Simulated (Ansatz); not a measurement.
## PbS under changes of volume

One of the cells (26.664 Å³/atom); the others are scaled copies at fixed shape and fractional positions:

```
Pb S
1.0
     2.07995   -5.99130    0.00000
     2.07995    5.99130    0.00000
     0.00000    0.00000    4.27932
Pb S
2 2
Direct
  0.13056 0.86944 0.25000
  0.86944 0.13056 0.75000
  0.35480 0.64520 0.25000
  0.64520 0.35480 0.75000
```

Measurements of this composition are mostly on another form, of space group No. 225.

| Property | Result |
| --- | --- |
| Program | Ansatz 0.2.0 |
| Functional | r2SCAN |
| Potentials or basis | Ansatz PAW |
| Cutoff | 500 eV (not typed: the program's choice for these potentials) |
| k mesh | 7 × 7 × 6 |
| Occupations | fermi-dirac, width 0.05 eV |
| Spin | no spin polarisation |

| volume (Å³/atom) | energy over the lowest point (meV/atom) | pressure (GPa) | gap on the mesh (eV) | largest force (eV/Å) |
| --- | --- | --- | --- | --- |
| 25.064 | ? | ? | ? | ? |
| 25.597 | 7.66 | 2.4 | 1.44 | 0.259 |
| 26.130 | 1.75 | 1.1 | 1.48 | 0.119 |
| 26.664 | 0.00 | -0.1 | 1.53 | 0.038 |
| 27.197 | 1.99 | -1.1 | 1.57 | 0.132 |
| 27.730 | 7.34 | -2.1 | 1.60 | 0.245 |
| 28.263 | 15.71 | -2.9 | 1.62 | 0.351 |

Question: What does the run at 25.064 Å³/atom give?

Answer: Energy over the lowest point 18.20 meV/atom; pressure 3.9 GPa; gap on the mesh 1.38 eV; largest force 0.408 eV/Å.

Worked out: A Birch-Murnaghan fit of order 3 (a polynomial in V^(-2/3)) to the other rows has its minimum at 26.64 Å³/atom with B0 = V·E''(V) = 56 GPa and B' = 4.3 at fixed shape and positions, which overstates the stiffness. It gives 18.20 meV/atom at 25.064 Å³/atom, against the run's 18.20, and -dE/dV = 3.9 GPa, against 3.9. A parabola through the other rows of the gap, of slope 2.89 eV per unit of ln V there, extrapolates to 1.38 eV, against the run's 1.38.

Energies are extrapolated to zero smearing.

Caveats: odd divisions of the mesh miss points on the zone boundary, where band edges often lie, so the gap on the mesh can be too wide; spin-orbit coupling is left out, which as a rule narrows the gap of such compounds by several tenths of an eV; the PAW data sets come from PBE, with cores solved anew for the run's functional, which leaves a small shift of forces and pressure.

A mesh can miss the band edges.
